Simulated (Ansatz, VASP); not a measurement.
# Cross-check of In3Ga5O12 (Ga1.2In0.8O3, beta-Ga2O3 type) between VASP and Ansatz

Aim: how closely do two programs agree when they are given the same cell, functional and k mesh? The cell is invented: As first built, before any earlier steps moved the atoms (in the runner's words): 1x2x1 conventional cells of the Ga2O3 type (40 atoms: 24 O, 10 Ga, 6 In); Ga/In share their sites, one random draw; start lattice of Ga2O3; atoms moved at random by 0.02 A. It may not be a known or stable phase. Of the first pair: The structure shown is the start of the Ansatz relaxation below; VASP solves that cell, so the two are compared at the walk's first step.

Calculated with Ansatz 0.2.0; plane waves, with VASP 6.6.1 beside it; single point at PBE.

**1. Starting point**

The cell holds 40 atoms: 24 O, 10 Ga and 6 In. Its edges and angles: a = 12.214 Å, b = 6.074 Å, c = 5.798 Å, α = 90.0°, β = 103.8°, γ = 90.0°. It derives from Ga2O3 (Ga2O3 type, space group 12), repeated 1×2×1. As first built, before any earlier steps moved the atoms (in the runner's words): 1x2x1 conventional cells of the Ga2O3 type (40 atoms: 24 O, 10 Ga, 6 In); Ga/In share their sites, one random draw; start lattice of Ga2O3; atoms moved at random by 0.02 A.

**2. Ansatz: relaxation, PBE**

Ansatz runs on its default PAW (the set named soft_2) files.

The two programs are compared at the cell with which this relaxation starts, whose forces are those of its first step.

Input file input.yaml:

```yaml
crystal:
  lattice:
    - [12.214, 0.0, 0.0]
    - [0.0, 6.0742, 0.0]
    - [-1.38599, 0.0, 5.63001]
  atoms:
    - { symbol: O, position: [0.16471, 0.00035, 0.10649] }
    - { symbol: O, position: [0.33491, 0.25229, 0.88542] }
    - { symbol: O, position: [0.17203, 0.99374, 0.55862] }
    - { symbol: O, position: [0.32317, 0.24923, 0.4323] }
    - { symbol: O, position: [0.49627, 0.00052, 0.25594] }
    - { symbol: O, position: [0.99996, 0.24823, 0.74323] }
    - { symbol: O, position: [0.66449, 0.24496, 0.1081] }
    - { symbol: O, position: [0.83433, 0.99734, 0.89397] }
    - { symbol: O, position: [0.67233, 0.24989, 0.56634] }
    - { symbol: O, position: [0.82579, 0.99963, 0.43719] }
    - { symbol: O, position: [0.99604, 0.24597, 0.25687] }
    - { symbol: O, position: [0.50667, 0.99491, 0.74645] }
    - { symbol: O, position: [0.1655, 0.49789, 0.11691] }
    - { symbol: O, position: [0.33678, 0.74605, 0.89046] }
    - { symbol: O, position: [0.17452, 0.49938, 0.56563] }
    - { symbol: O, position: [0.32717, 0.7522, 0.44191] }
    - { symbol: O, position: [0.49461, 0.50067, 0.25495] }
    - { symbol: O, position: [0.00407, 0.74609, 0.74134] }
    - { symbol: O, position: [0.66464, 0.75296, 0.11387] }
    - { symbol: O, position: [0.83359, 0.49738, 0.8925] }
    - { symbol: O, position: [0.67, 0.74847, 0.56285] }
    - { symbol: O, position: [0.82863, 0.50227, 0.43564] }
    - { symbol: O, position: [0.99591, 0.74918, 0.26201] }
    - { symbol: O, position: [0.50354, 0.499, 0.74465] }
    - { symbol: Ga, position: [0.08985, 0.99935, 0.79064] }
    - { symbol: Ga, position: [0.15911, 0.24854, 0.31816] }
    - { symbol: Ga, position: [0.34268, 0.99992, 0.68835] }
    - { symbol: Ga, position: [0.58994, 0.25346, 0.79458] }
    - { symbol: Ga, position: [0.65976, 0.99575, 0.31525] }
    - { symbol: Ga, position: [0.83845, 0.2433, 0.6849] }
    - { symbol: Ga, position: [0.08993, 0.50054, 0.80257] }
    - { symbol: Ga, position: [0.34006, 0.49795, 0.68671] }
    - { symbol: Ga, position: [0.91022, 0.49942, 0.20467] }
    - { symbol: Ga, position: [0.65939, 0.50171, 0.31035] }
    - { symbol: In, position: [0.40895, 0.25012, 0.20165] }
    - { symbol: In, position: [0.91032, 0.99718, 0.20885] }
    - { symbol: In, position: [0.40958, 0.75029, 0.2033] }
    - { symbol: In, position: [0.15801, 0.74342, 0.31] }
    - { symbol: In, position: [0.59144, 0.74299, 0.79761] }
    - { symbol: In, position: [0.83814, 0.75249, 0.68298] }
kpoints:
  mp_grid: { grid: [2, 3, 3], shift: [0.5, 0.0, 0.0] }
hamiltonian:
  xc: pbe
scf:
  occupations: { method: fermi_dirac, width: 0.01 }
output:
  forces: true
  stress: true
relax:
  f_tol: 0.02
  max_steps: 45
  cell: { stress_tol: 0.1 }
```

Started as:

```sh
ansatz run input.yaml --threads 8 --pin off --max-ram 15360MiB --backend cpu --events-out ev --progress --plain --runs-dir out
```

Numbers of over 12 decimals in the logs are rounded to 6 here.

The program printed:

```text
The last accepted step is kept in <dir> (removed where the run ends without a failure and the disk answers)
Engine: ansatz 0.2.0, x86_64-unknown-linux-gnu
Pseudopotentials: kind: paw
Pseudopotential: O, paw, valence charge 6, recommended cutoff 420 eV (normal), O.paw.azcp
Pseudopotential: Ga, paw, valence charge 13, recommended cutoff 420 eV (normal), Ga.paw.azcp
Pseudopotential: In, paw, valence charge 13, recommended cutoff 420 eV (normal), In.paw.azcp
Functional definition: PBE
  parameter kappa = 0.804
  parameter beta = 0.066725
  exchange = pbe_x(kappa = kappa, mu = beta*pi^2/3)
  correlation = pbe_c(beta = beta)
Crystal: 40 atoms, lattice volume = 417.692 Å³
Basis set: ecut = 420 eV, 8175 PW (Γ), exchange–correlation on 180×90×80 points (8 copies of the dense FFT grid, shifted against one another)
Bands: 216, of which v1, the nominal top of the filled ones, is band 176 counted from 1 (175 counted from 0)
Symmetry: 1 space group operations
Space group: P1 (ITA 1), of the structure as read, at distance tolerance 7.5e-5 Å
k-points: 9 of 18 (time reversal used)
Non-local potential: O, projectors of the file, l = 0: 2, l = 1: 2, l = 2: 1
Non-local potential: Ga, projectors of the file, l = 0: 2, l = 1: 2, l = 2: 3, l = 3: 1
Non-local potential: In, projectors of the file, l = 0: 2, l = 1: 2, l = 2: 2, l = 3: 2
PAW form: soft (Blöchl's): semilocal exchange-correlation on the pseudo side does not see the compensation charge
PAW one-centre angular grid: O, 110 points (default); XC on 64 Gauss nodes
PAW one-centre angular grid: Ga, 590 points (default); XC on 64 Gauss nodes
PAW one-centre angular grid: In, 590 points (default); XC on 64 Gauss nodes
Initial density: superposition of atomic densities (neutral atoms: chi_scale 0, normalization atom), corrected by the library's trained network
Initial wavefunctions: pseudopotential atomic-orbital guess
Functional: x = pbe(κ = 0.804, μ = 0.219515), c = pbe(β = 0.066725)
SCF iter   1: F=—  HF=-85028.388974 eV  |F-HF|=—  |Δ(HF+E_count)|=         —  Δρ=2.11e-3  dr2=1.98e-2  ethr=1.77e-3  ⟨swp⟩=6.0  Hψ=7337  notcnv=0  defer=26
preconditioner: auto → Resta (q_TF=auto, 2.652 Å⁻¹)  ε∞=4.6  [insulator: Δε(μ)=2.579 eV  Ē_g=17.936 eV  σ=0.010 eV  W_gap=1.00  n_scr=140 (ndim 8)  ℏωp=34.1 eV  f_vac=0.006  D(μ)=0.00/eV (n_scr^D=0)  ε∞_Penn≈4.6]
SCF iter   2: F=—  HF=-85028.390335 eV  |F-HF|=—  |Δ(HF+E_count)|=   1.36e-3  Δρ=1.05e-3  dr2=6.62e-3  ethr=5.62e-6  ⟨swp⟩=2.0  Hψ=3886  notcnv=0  defer=299
SCF iter   3: F=—  HF=-85028.390983 eV  |F-HF|=—  |Δ(HF+E_count)|=   6.48e-4  Δρ=2.34e-4  dr2=6.04e-4  ethr=1.88e-6  ⟨swp⟩=2.0  Hψ=2585  notcnv=0  defer=299
SCF iter   4: F=—  HF=-85028.390878 eV  |F-HF|=—  |Δ(HF+E_count)|=   1.05e-4  Δρ=1.24e-4  dr2=1.15e-4  ethr=1.72e-7  ⟨swp⟩=2.0  Hψ=3010  notcnv=0  defer=299
SCF iter   5: F=—  HF=-85028.390839 eV  |F-HF|=—  |Δ(HF+E_count)|=   3.88e-5  Δρ=5.38e-5  dr2=1.99e-5  ethr=3.26e-8  ⟨swp⟩=2.0  Hψ=3005  notcnv=0  defer=299
SCF iter   6: F=—  HF=-85028.390836 eV  |F-HF|=—  |Δ(HF+E_count)|=   3.35e-6  Δρ=1.87e-5  dr2=2.24e-6  ethr=5.65e-9  ⟨swp⟩=2.0  Hψ=3187  notcnv=0  defer=299
SCF iter   7: F=—  HF=-85028.390836 eV  |F-HF|=—  |Δ(HF+E_count)|=   4.51e-8  Δρ=5.69e-6  dr2=1.67e-7  ethr=6.37e-10  ⟨swp⟩=2.0  Hψ=3011  notcnv=0  defer=299
SCF iter   8: F=-85028.390836 eV  HF=-85028.390836 eV  |F-HF|=8.12e-8  |Δ(HF+E_count)|=   3.59e-8  Δρ=3.03e-6  dr2=2.60e-8  ethr=2.84e-11  ⟨swp⟩=4.0  Hψ=6330  notcnv=0
SCF 1 converged in 8 iterations: F = -85028.390836 eV  dr2 = 2.60e-8
  greatest PAW one-centre occupation: 0.998 electrons in one spin orbital (limit 2), on the Ga atom at site 25 (counted from 0), in its partial waves of l = 2
relax step   1: F+E_penalty+E_count = -85028.39083611 eV  Δ(F+E_penalty+E_count) = +0.000e0 eV  max|allowed force component| = 6.805e0 eV/Å  Δτ_max = 0.0000 Å  P = +43.465 GPa  Ω = 417.692 Å³  (8 SCF iters, dr2 threshold 1.00e-7 eV, accepted)
Crystal: 40 atoms, lattice volume = 470.574 Å³
Basis set: ecut = 420 eV, 9215 PW (Γ), exchange–correlation on 180×90×80 points (8 copies of the dense FFT grid, shifted against one another)
Initial density: handed on by an earlier stage of this run
Initial wavefunctions: those handed on with the density
iter 1 solved again at ethr=8.27e-4 eV; its pass at ethr=3.10e-3 eV (dr2=2.91e0 eV) is discarded
SCF iter   1: F=—  HF=-85041.575827 eV  |F-HF|=—  |Δ(HF+E_count)|=         —  Δρ=2.94e-2  dr2=2.90e0  ethr=8.27e-4  ⟨swp⟩=3.8  Hψ=10534  notcnv=0
preconditioner: auto → Resta (q_TF=auto, 2.599 Å⁻¹)  ε∞=4.6  [insulator: Δε(μ)=1.493 eV  Ē_g=16.830 eV  σ=0.010 eV  W_gap=1.00  n_scr=152 (ndim 8)  ℏωp=32.1 eV  f_vac=0.045  D(μ)=0.00/eV (n_scr^D=0)  ε∞_Penn≈4.6]
SCF iter   2: F=—  HF=-85040.847034 eV  |F-HF|=—  |Δ(HF+E_count)|=   7.29e-1  Δρ=1.05e-2  dr2=3.17e-1  ethr=8.24e-4  ⟨swp⟩=4.7  Hψ=3278  notcnv=0
[...]
SCF iter   1: F=—  HF=-85042.245939 eV  |F-HF|=—  |Δ(HF+E_count)|=         —  Δρ=2.91e-4  dr2=1.90e-5  ethr=8.33e-8  ⟨swp⟩=4.3  Hψ=13011  notcnv=0
preconditioner: auto → Resta (q_TF=auto, 2.583 Å⁻¹)  ε∞=4.6  [insulator: Δε(μ)=1.512 eV  Ē_g=16.611 eV  σ=0.010 eV  W_gap=1.00  n_scr=152 (ndim 8)  ℏωp=31.5 eV  f_vac=0.018  D(μ)=0.00/eV (n_scr^D=0)  ε∞_Penn≈4.6]
[...]
SCF converged after 6 iterations
Free energy (F): -85042.250293 eV
Harris-Foulkes:  -85042.250293 eV  (|F-HF|=4.51e-10)
Internal energy: -85042.250293 eV  (E = F + TS)
E sigma→0 (E₀):  -85042.250293 eV
Fermi energy:    8.315657 eV
--- Per-component energies (eV) ---
  E_band       = -531.030636
  E_kinetic    = 6820.451529
  E_local      = -33386.540380  (includes V_loc(G=0)·N_el)
  E_nonlocal   = 7709.826470
  E_hartree    = 14362.040836
  E_xc         = -3718.348956
  E_vxc        = -3396.139669  (∫ρ·V_xc dr)
  E_paw        = -48741.445865  (= ΣΔE_a)
  E_vpaw       = -7002.770185  (= ΣTr[D̂ρ^β])
  E_aug_tail   = 0.057768  (compensation charges beyond the density's cutoff)
  E_ewald      = -28088.291695
  E_smearing   = -0.000000  (= −TS)
  E_closure    = -0.000000  (closes the sum)
  Σ components = -85042.250293   (vs F -85042.250293, Δ=0.00e0)
--- Forces (eV/Å), atoms counted from 1 ---
  atom   1  O     -0.00354908    -0.00025453     0.00071207
  atom   2  O     -0.00116355     0.00022369    -0.00205783
  atom   3  O     -0.00092654    -0.00139227    -0.00187279
  atom   4  O      0.00061666    -0.00122959     0.00325483
  atom   5  O     -0.00164348    -0.00115549    -0.00244542
  atom   6  O     -0.01180681     0.00099770    -0.00384152
  atom   7  O      0.00074342    -0.00142639     0.00073872
  atom   8  O      0.00016098    -0.00092463     0.00145275
  atom   9  O      0.00257606     0.00293029    -0.00073255
  atom  10  O      0.00546977     0.00167590     0.00209738
  atom  11  O     -0.00422182    -0.00225468    -0.00246316
  atom  12  O     -0.00047042     0.00120361    -0.00036652
  atom  13  O     -0.00232486    -0.00020108     0.00001072
  atom  14  O      0.00178430     0.00087951     0.00432340
  atom  15  O     -0.00184274     0.00021101     0.00006119
  atom  16  O     -0.00188709     0.00107542    -0.00052406
  atom  17  O      0.00283525    -0.00175829     0.00016616
  atom  18  O     -0.00765882    -0.00166275    -0.00243755
  atom  19  O     -0.00136431     0.00085714    -0.00018971
  atom  20  O      0.00534186    -0.00099612     0.00014662
  atom  21  O     -0.00056594    -0.00061957     0.00032412
  atom  22  O      0.00242033    -0.00212643    -0.00093209
  atom  23  O     -0.00109097     0.00324639    -0.00036852
  atom  24  O     -0.00118753    -0.00078575    -0.00145656
[...]
atom  33  Ga     0.00032067     0.00109698    -0.00589110
  atom  34  Ga    -0.00339641    -0.00150155    -0.00065792
  atom  35  In     0.00298707    -0.00106364    -0.00170331
  atom  36  In    -0.00386233     0.00370265    -0.00297916
  atom  37  In     0.00301271     0.00116332     0.00123056
  atom  38  In     0.00627565    -0.00293337    -0.00057924
  atom  39  In    -0.00592845    -0.00418046    -0.00254274
  atom  40  In    -0.00415609    -0.00331921     0.00294548
  max |Σ_I F_I| component: 2.65e-6 eV/Å
--- Stress (GPa, compression-positive) ---
        0.041722       0.002024      -0.017429
        0.002024       0.017737       0.004979
       -0.017429       0.004979       0.026003
  P = ⅓ Tr σ = 0.0285 GPa (0.285 kbar)
--- Relaxed structure (9 steps of the walk, 9 accepted, 2 SCFs on fresh bases) ---
  F+E_penalty+E_count = -85042.25029288 eV   max|allowed force component| = 1.181e-2 eV/Å   (the final SCF, on the basis selected at the relaxed cell)
  cell:  # Å, volume = 488.2860 Å³
    - [12.758617, -0.010069, -0.046090]
    - [-0.0050077, 6.428479, 0.00760851]
    - [-1.469036, 0.00819476, 5.958682]
  atoms:
    - { symbol: O, position: [0.159977, 0.015401, 0.107904] }
    - { symbol: O, position: [0.327871, 0.246366, 0.873186] }
    - { symbol: O, position: [0.170443, 1.010045, 0.568527] }
    - { symbol: O, position: [0.318236, 0.247188, 0.444464] }
    - { symbol: O, position: [0.509625, -0.0029187, 0.271778] }
    - { symbol: O, position: [1.004644, 0.247859, 0.746907] }
    - { symbol: O, position: [0.661592, 0.246737, 0.107059] }
    - { symbol: O, position: [0.828491, 1.011696, 0.870585] }
    - { symbol: O, position: [0.672223, 0.260073, 0.572886] }
    - { symbol: O, position: [0.818965, 1.018748, 0.442968] }
    - { symbol: O, position: [1.002509, 0.268873, 0.265630] }
    - { symbol: O, position: [0.497204, 1.018105, 0.746587] }
    - { symbol: O, position: [0.168678, 0.483489, 0.105171] }
    - { symbol: O, position: [0.331245, 0.750465, 0.868448] }
    - { symbol: O, position: [0.173825, 0.487720, 0.573268] }
    - { symbol: O, position: [0.328239, 0.750743, 0.456981] }
    - { symbol: O, position: [0.508627, 0.498600, 0.258243] }
    - { symbol: O, position: [0.021525, 0.748005, 0.761194] }
    - { symbol: O, position: [0.675367, 0.748171, 0.123408] }
    - { symbol: O, position: [0.839456, 0.480384, 0.895215] }
    - { symbol: O, position: [0.673505, 0.741728, 0.541521] }
    - { symbol: O, position: [0.825999, 0.478274, 0.427738] }
    - { symbol: O, position: [0.983494, 0.733679, 0.259974] }
    - { symbol: O, position: [0.495624, 0.481859, 0.743013] }
    - { symbol: Ga, position: [0.093885, 1.008344, 0.799181] }
    - { symbol: Ga, position: [0.158296, 0.251944, 0.315819] }
    - { symbol: Ga, position: [0.336941, 1.004053, 0.682048] }
    - { symbol: Ga, position: [0.589073, 0.251137, 0.796000] }
    - { symbol: Ga, position: [0.661574, 0.996028, 0.309787] }
    - { symbol: Ga, position: [0.836868, 0.249300, 0.682529] }
    - { symbol: Ga, position: [0.094153, 0.487950, 0.800242] }
    - { symbol: Ga, position: [0.336962, 0.493939, 0.686318] }
    - { symbol: Ga, position: [0.906010, 0.490231, 0.201042] }
    - { symbol: Ga, position: [0.662793, 0.494470, 0.314612] }
    - { symbol: In, position: [0.408686, 0.247461, 0.204507] }
    - { symbol: In, position: [0.904525, 1.011828, 0.198901] }
    - { symbol: In, position: [0.408040, 0.747870, 0.201236] }
    - { symbol: In, position: [0.153546, 0.746271, 0.318509] }
    - { symbol: In, position: [0.589106, 0.749563, 0.791063] }
    - { symbol: In, position: [0.847666, 0.743355, 0.679763] }
```

(Part 1 of 2 ends here.)

[Lines on the potential files, build, host, timing and source positions are cut from VASP's logs without a mark.]

[Logs are printed without paths, hosts, clocks, repeated set-up lines and the standing remarks that a program may print on its own settings, such as how far it seeks lower states.]

[Hosts, paths, dates, database ids (printed as entryN), source tags and the programs' standing remarks are cut or masked in the printed files.]
